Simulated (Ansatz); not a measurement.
Input and command of a plane-wave DFT calculation in Ansatz:

```yaml
crystal:
  lattice:
    - [0.0, -5.4762743414, 0.0]
    - [0.0, 0.0, -2.9602546931]
    - [10.9525486828, -0.5476274341, 0.0]
  atoms:
    - { symbol: S, position: [0.091299088, 0.5, 0.3136671009] }
    - { symbol: S, position: [0.041299088, 0.5, 0.8136671009] }
    - { symbol: S, position: [0.783700912, 0.5, 0.9363328991] }
    - { symbol: S, position: [0.833700912, 0.5, 0.4363328991] }
    - { symbol: S, position: [0.3709674918, 0.0, 0.0636671009] }
    - { symbol: S, position: [0.3209674918, 0.0, 0.5636671009] }
    - { symbol: S, position: [0.6040325082, 0.0, 0.1863328991] }
    - { symbol: S, position: [0.5540325082, 0.0, 0.6863328991] }
basis:
  ecutwfc: 420
kpoints:
  mp_grid: { grid: [9, 16, 5] }
hamiltonian:
  xc: pbe
  dispersion: d3bj
scf:
  occupations: { method: gaussian, width: 0.15 }
output:
  forces: true
  stress: true
  eigenvalues: true
```

```bash
ansatz run input.yaml --threads 2 --pin off --max-ram 5120MiB --backend cpu --events-out ev --progress --plain --runs-dir out
```

Processor: INTEL(R) XEON(R) PLATINUM 8581C CPU @ 2.30GHz (Emerald Rapids), 2 threads, on a host shared with other jobs.

Q: Estimate time, memory and problem size.

A: About 25 s on 2 threads of INTEL(R) XEON(R) PLATINUM 8581C CPU @ 2.30GHz (Emerald Rapids) (shared host), peak memory 1.1 GiB. It solves 32 bands at 207 k points (the mesh reduced by symmetry) with about 3443 plane waves, in 9 SCF iterations.
